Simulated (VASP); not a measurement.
# Sn: kinetic-energy density

Sn, Fd-3m (no. 227), 2 atoms in the cell. PBE; PAW potentials Sn_d (PBE set).

## Input

INCAR:
```
SYSTEM = Sn
ALGO = Normal ; EDIFF = 1E-7
ENCUT = 520 ; ISIF = 2
ISMEAR = 1 ; LASPH = .True.
LCHARG = .True. ; LREAL = .False.
LTAU = .True. ; LWAVE = .False.
NELM = 100 ; PREC = Accurate
SIGMA = 0.1
```

KPOINTS:
```
k-points
0
Gamma
  6 6 6
```

POSCAR:
```
Sn
1.0
    0.0000000000      3.2333428000      3.2333428000
    3.2333428000      0.0000000000      3.2333428000
    3.2333428000      3.2333428000      0.0000000000
Sn
2
Direct
    0.7500000000      0.7500000000      0.7500000000
    0.5000000000      0.5000000000      0.5000000000
```

Commands:
```
cat potpaw_PBE.64/Sn_d/POTCAR > POTCAR
mpirun -np 1 vasp_std > vasp.out
```

## Result

- Kinetic energy of the pseudo orbitals (eV): 281.54

VASP 6.6.1 took 38 s on 1 core (AMD EPYC 7R43 (Zen 3)), a shared host.
